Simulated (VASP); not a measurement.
I:

```
I
1.0
     0.00000    2.36560    3.90984
     2.19225    0.00000    3.90984
     2.19225    2.36560    0.00000
I
1
Direct
  0.00000 0.00000 0.00000
```

```yaml
Program: VASP 6.6.1
Task: relaxation of cell and atoms
Functional: r2SCAN
Dispersion: D4
Potentials_or_basis: VASP PAW PBE potentials, release 64 (I)
Cutoff: 600 eV
k_mesh: 9 × 9 × 9
Occupations: gaussian, width 0.05 eV
Spin: no spin polarisation
```

At the start: pressure -0.5 GPa; volume 40.55 Å³/atom.

Q: How do energy, volume and symmetry change on relaxing?

A: Over 12 steps the energy falls by 2.6 meV/atom and the volume is 38.97 Å³/atom (-3.9 %); space group Fmmm (No. 69, to 0.05 Å).

Step by step:
```
step  energy change (eV)  largest force (eV/Å)  pressure (GPa)  volume (Å³)
   1              0.0000                0.0000           -0.46        40.55
   2             -0.0012                0.0000           -0.03        39.87
   3             -0.0012                0.0000           -0.03        39.87
   4             -0.0018                0.0000            0.01        39.59
   5             -0.0024                0.0000            0.08        39.15
   6             -0.0019                0.0000            0.26        38.27
   7             -0.0025                0.0000            0.09        38.92
   8             -0.0024                0.0000            0.17        38.66
   9             -0.0025                0.0000            0.15        38.83
  10             -0.0025                0.0000            0.13        38.87
  11             -0.0025                0.0000           -0.15        39.11
  12             -0.0026                0.0000            0.00        38.97
```

Final structure:
```xyz
1
Lattice="0.0000 2.3655 3.7992 2.1684 0.0000 3.7992 2.1684 2.3655 0.0000" Properties=species:S:1:pos:R:3 pbc="T T T"
I     0.0000    0.0000    0.0000
```

Caveat: the PAW data sets were made with another functional, which shifts forces and pressure a little; an odd number of electrons without spin polarisation forces a metal; a magnetic or distorted state may lie lower; pairwise dispersion overbinds metals, which lowers pressure and volume.
